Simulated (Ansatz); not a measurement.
Ba, beta-Sn type: geometry optimisation

All numbers below come from Ansatz, DFT, RPBE, plane waves (420 eV) with PAW, scalar-relativistic. (PAW data from PBE, frozen cores regenerated.)

k-point mesh 8×8×6, Fermi-Dirac smearing 0.1 eV, no spin polarisation. Cell and atoms relax.

Starting structure:

```
CELL_PARAMETERS angstrom
-3.91696 3.91696 2.13866
3.91696 -3.91696 2.13866
3.91696 3.91696 -2.13866
ATOMIC_POSITIONS crystal
Ba 0.00000 0.00000 0.00000
Ba 0.75000 0.25000 0.50000
```

The pressure at the start is 0.1 GPa. By how much does the volume change?

From 65.63 to 66.38 Å³ per atom, 1.2 %. The final cell has a = 7.890 Å, c = 4.266 Å (c/a = 0.541).

How much energy does the relaxation gain?

0.5 meV per atom.

Path of the relaxation (the plane waves are chosen anew near the end, which can shift the energy a little):

| step | E − E(final) (meV/atom) | V (Å³/atom) | P (GPa) | max force (eV/Å) |
| --- | --- | --- | --- | --- |
| 0 | 0.48 | 65.625 | 0.08 | 0.000 |
| 1 | 0.24 | 65.824 | 0.06 | 0.000 |
| 2 | 0.01 | 66.384 | 0.01 | 0.000 |
| 3 | 0.00 | 66.384 | 0.01 | 0.000 |

The k-point mesh keeps fewer symmetry operations than the starting structure has, so the cell can leave it.
